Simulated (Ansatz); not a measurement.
**SiO2: which input changes reach the field gradients?**

Cell: a computed structure from the Materials Project (it need not be an observed phase), taken as it stands.

```
Si O
1.0
     5.06907    0.00000    0.00000
    -2.53454    4.38995    0.00000
     0.00000    0.00000    8.55849
Si O
4 8
Direct
  0.66667 0.33333 0.93713
  0.66667 0.33333 0.56287
  0.33333 0.66667 0.06287
  0.33333 0.66667 0.43713
  0.00000 0.42126 0.00000
  0.42126 0.42126 0.50000
  0.57874 0.00000 0.50000
  0.57874 0.57874 0.00000
  0.00000 0.57874 0.50000
  0.66667 0.33333 0.75000
  0.33333 0.66667 0.25000
  0.42126 0.00000 0.00000
```

Atom numbers follow the list; atoms alike are taken as one site, whose name carries the number of the first.

Reference run. Computed with Ansatz: DFT, PBE, plane waves and PAW, scalar-relativistic, 420 eV cutoff, Γ-centred 6×6×3 k-points, Fermi–Dirac smearing 0.02 eV.

It gives V_zz (10²¹ V/m²) O10 10.21 (η 0.00), among others. Each of these runs changes the input as listed (caps on SCF iterations aside):

A. basis.ecutrho_ratio: not typed → 4; scf.mixing.algorithm: not typed → broyden; scf.mixing.beta: not typed → 0.1
B. magnetization: not typed → {spin_polarized: true}; basis.ecutwfc: not typed → 200 eV; scf.eigensolver.kind: not typed → davidson; basis.precision: not typed → f64

Question: How does each run end, and how far do the gradients move?

Answer: 

| run | O10 V_zz (η) | largest change of a gradient tensor, all atoms | note |
| --- | --- | --- | --- |
| A | 10.21 (0.00) | 0.00 | converged |
| B | 7.88 (0.00) | 2.33 | converged; cutoff below the recommended one |

Run B moves them most, on O10 (V_zz from 10.21 to 7.88).

Run B changes magnetization, basis.ecutwfc, basis.precision together, so the table can't tell their shares apart.

On the reference run: The largest force is 0.3 eV/Å, so the atoms aren't at the calculated equilibrium and relaxing them would move these values.
